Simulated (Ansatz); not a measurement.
**Structures of SnO₂: which is lowest?**

Plane-wave DFT in Ansatz with scalar-relativistic PAW potentials, cutoff 420 eV, Γ-centred meshes chosen by cell and gap, Gaussian smearing with energies taken to zero width. Every cell was relaxed (cell and atoms) in a run of its own, within the symmetry of its start. Functional: PBE.

Relaxed structures (starts from databases or built by putting these elements on another compound's sites):
A. I4_1/amd, 6 atoms in the computed cell, a = 4.052 Å, c = 10.363 Å; sites (symmetry × multiplicity) Sn -4m2 × 4, O 2mm. × 8; start: database
B. Fd-3m, 12 atoms in the computed cell, a = 9.044 Å; sites (symmetry × multiplicity) Sn .-3m × 16, O .3m × 32; start: built
C. Pbcn, 12 atoms in the computed cell, a = 4.789 Å, b = 5.824 Å, c = 5.306 Å; sites (symmetry × multiplicity) Sn .2. × 4, O 1 × 8; start: database
D. P4_2/mnm, 6 atoms in the computed cell, a = 4.827 Å, c = 3.238 Å; sites (symmetry × multiplicity) Sn m.mm × 2, O m.2m × 4; start: database
E. P4_2/nmc, 6 atoms in the computed cell, a = 3.593 Å, c = 5.531 Å; sites (symmetry × multiplicity) Sn -4m2 × 2, O 2mm. × 4; start: built
F. Fm-3m, 3 atoms in the computed cell, a = 5.143 Å; sites (symmetry × multiplicity) Sn m-3m × 4, O -43m × 8; start: database
G. P-3m1, 3 atoms in the computed cell, a = 3.228 Å, c = 5.483 Å; sites (symmetry × multiplicity) Sn -3m. × 1, O 3m. × 2; start: built

Q: Rank them by energy. Could pressure change the order?

A:
| structure | group | E − E(lowest) (meV/atom) | V (Å³/atom) | gap on mesh (eV) |
| --- | --- | --- | --- | --- |
| D | P4_2/mnm | 0.0 | 12.58 | 0.68 |
| C | Pbcn | 18.0 | 12.33 | 1.00 |
| A | I4_1/amd | 57 | 14.18 | 1.32 |
| G | P-3m1 | 153 | 16.49 | 2.30 |
| E | P4_2/nmc | 157 | 11.90 | 0.78 |
| B | Fd-3m | 187 | 15.41 | 1.85 |
| F | Fm-3m | 252 | 11.34 | 0.00 |

D is lowest, 18 meV/atom under C. F is denser by 1.24 Å³/atom, so pressure favours it: ΔE/ΔV, with ΔE in eV and 1 eV/Å³ = 160.2 GPa, gives about 33 GPa for equal enthalpy if both cells were rigid; at such pressures compression changes ΔV much, so this is a scale only. Other structures may lie lower than all of these, and vibrations aren't counted.